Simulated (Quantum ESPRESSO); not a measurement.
Here is a Quantum ESPRESSO 7.5 calculation.

The input pw.in:

```
&CONTROL
  calculation = 'scf'
  prefix = 'pwscf'
  outdir = './tmp'
  pseudo_dir = './pseudo'
  tprnfor = .true.
  tstress = .true.
  disk_io = 'low'
/
&SYSTEM
  ibrav = 0
  nat = 2
  ntyp = 2
  ecutwfc = 45
  ecutrho = 360
  nbnd = 14
  occupations = 'smearing'
  smearing = 'fd'
  degauss = 0.00367493
/
&ELECTRONS
  conv_thr = 4d-10
  electron_maxstep = 120
  mixing_beta = 0.5
/
ATOMIC_SPECIES
Cl    35.4500 cl_pbesol_v1.4.uspp.F.UPF
Na    22.9898 na_pbesol_v1.5.uspp.F.UPF
CELL_PARAMETERS angstrom
   0.0000000000    2.7940632177    2.7940632177
   2.7940632177    0.0000000000    2.7940632177
   2.7940632177    2.7940632177    0.0000000000
ATOMIC_POSITIONS crystal
Cl     0.5000000000    0.5000000000    0.5000000000
Na     0.0000000000    0.0000000000    0.0000000000
K_POINTS automatic
6 6 6 1 1 1
```

File scf2.in:

```
&CONTROL
  calculation = 'scf'
  prefix = 'pwscf'
  outdir = './tmp'
  pseudo_dir = './pseudo'
  tprnfor = .true.
  tstress = .true.
  disk_io = 'low'
/
&SYSTEM
  ibrav = 0
  nat = 2
  ntyp = 2
  ecutwfc = 45
  ecutrho = 360
  nbnd = 14
  occupations = 'fixed'
/
&ELECTRONS
  conv_thr = 1d-13
  electron_maxstep = 120
  mixing_beta = 0.5
  startingpot = 'file'
  startingwfc = 'file'
/
ATOMIC_SPECIES
Cl    35.4500 cl_pbesol_v1.4.uspp.F.UPF
Na    22.9898 na_pbesol_v1.5.uspp.F.UPF
CELL_PARAMETERS angstrom
   0.0000000000    2.7940632177    2.7940632177
   2.7940632177    0.0000000000    2.7940632177
   2.7940632177    2.7940632177    0.0000000000
ATOMIC_POSITIONS crystal
Cl     0.5000000000    0.5000000000    0.5000000000
Na     0.0000000000    0.0000000000    0.0000000000
K_POINTS automatic
6 6 6 1 1 1
```

ph.in

```
dielectric of NaCl
&INPUTPH
  prefix = 'pwscf'
  outdir = './tmp'
  tr2_ph = 1d-18
  fildyn = 'dyn'
  niter_ph = 90
  alpha_mix(1) = 0.7
  epsil = .true.
  trans = .false.
  zeu = .true.
/
0.0000000000 0.0000000000 0.0000000000
```

Potentials or basis: GBRV 1.5 PBEsol.

Run with:

```bash
$ OMP_NUM_THREADS=1 pw.x -in pw.in > pw.out
$ OMP_NUM_THREADS=1 pw.x -in scf2.in > scf2.out
$ OMP_NUM_THREADS=1 ph.x -in ph.in > ph.out
```

(1) Predict the electronic dielectric tensor (diagonal).

(2) What does it give for the Born charges (mean of the diagonal)?

(3) What does it give for the pressure?

Answers

(1) 2.58.

(2) Cl -1.09; Na +1.09 e.

(3) 0.3 GPa.

**Experimental background.**

From a printed reference work, textbook, for a bulk crystal of NaCl at 80 K: high-frequency dielectric constant 2.34.

Against the measured high-frequency dielectric constant of NaCl, 2.34 (80 K; a printed reference work, textbook), the calculated 2.58 is off by +10.2 %.
